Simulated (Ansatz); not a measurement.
Results of PBE in Ansatz (PAW) for rock-salt LiI.

The run printed, among other lines:

```
WARN output.stress: scf.convergence.dr2_threshold = 1e-9 eV is looser than the 2e-10 eV advised for a printed stress (1e-10 eV for each atom of the cell: 2)
Crystal: 2 atoms, lattice volume = 52.350 Å³
Basis set: ecut = 520 eV, 1411 PW (Γ), exchange–correlation on 64×64×64 points (8 copies of the dense FFT grid, shifted against one another)
Bands: 14, of which v1, the nominal top of the filled ones, is band 10 counted from 1 (9 counted from 0)
Symmetry: 48 space group operations
Space group: Fm-3m (ITA 225), of the structure as read, at distance tolerance 3.7e-5 Å
k-points: 47 of 1000
Functional: x = pbe(κ = 0.804, μ = 0.2195149727645171), c = pbe(β = 0.06672455060314922)
SCF iter   1: F=—  HF=-7719.995470 eV  |F-HF|=—  |Δ(HF+E_count)|=         —  Δρ=6.13e-4  dr2=3.46e-4
SCF iter   2: F=—  HF=-7719.994857 eV  |F-HF|=—  |Δ(HF+E_count)|=   6.13e-4  Δρ=5.56e-4  dr2=3.38e-4
  ...
SCF iter   7: F=—  HF=-7719.994802 eV  |F-HF|=—  |Δ(HF+E_count)|=   8.89e-9  Δρ=1.39e-6  dr2=2.16e-9
SCF iter   8: F=-7719.994802 eV  HF=-7719.994802 eV  |F-HF|=6.82e-11  |Δ(HF+E_count)|=   1.01e-9  Δρ=2.41e-7  dr2=6.45e-11
SCF 1 converged in 8 iterations: F = -7719.994802 eV  dr2 = 6.45e-11
SCF converged after 8 iterations
Free energy (F): -7719.994802 eV
Internal energy: -7719.994802 eV  (E = F + TS)
E sigma→0 (E₀):  -7719.994802 eV
Fermi energy:    6.674974 eV
--- Forces (eV/Å), atoms counted from 1 ---
  atom   1  Li    -0.00000000     0.00000000     0.00000000
  atom   2  I      0.00000000    -0.00000000     0.00000000
--- Stress (GPa, compression-positive) ---
        0.884198       0.000000      -0.000000
        0.000000       0.884198      -0.000000
        0.000000      -0.000000       0.884198
  P = ⅓ Tr σ = 0.8842 GPa (8.842 kbar)
```

Task: Write an input file that could have produced this run (the log leaves some choices open).

Result: Several could match; the one computed here: 
Ansatz 0.2 input:
```yaml
crystal:
  lattice:
    - [0.0, 2.9691213029, 2.9691213029]
    - [2.9691213029, 0.0, 2.9691213029]
    - [2.9691213029, 2.9691213029, 0.0]
  atoms:
    - { symbol: Li, position: [0.0, 0.0, 0.0] }
    - { symbol: I, position: [0.5, 0.5, 0.5] }
basis:
  ecutwfc: 520
  ecutrho_ratio: 4
  xc_grid: 2
kpoints:
  mp_grid: { grid: [10, 10, 10] }
hamiltonian:
  xc: pbe
  dispersion: none
  pseudopotentials: { kind: paw }
scf:
  occupations: { method: fermi_dirac, width: 0.01 }
  convergence: { dr2_threshold: 0.000000001 }
output:
  forces: true
  stress: true
  eigenvalues: true
```

The cell is one volume of an energy–volume scan, off the minimum.

Ansatz is a first-principles code.
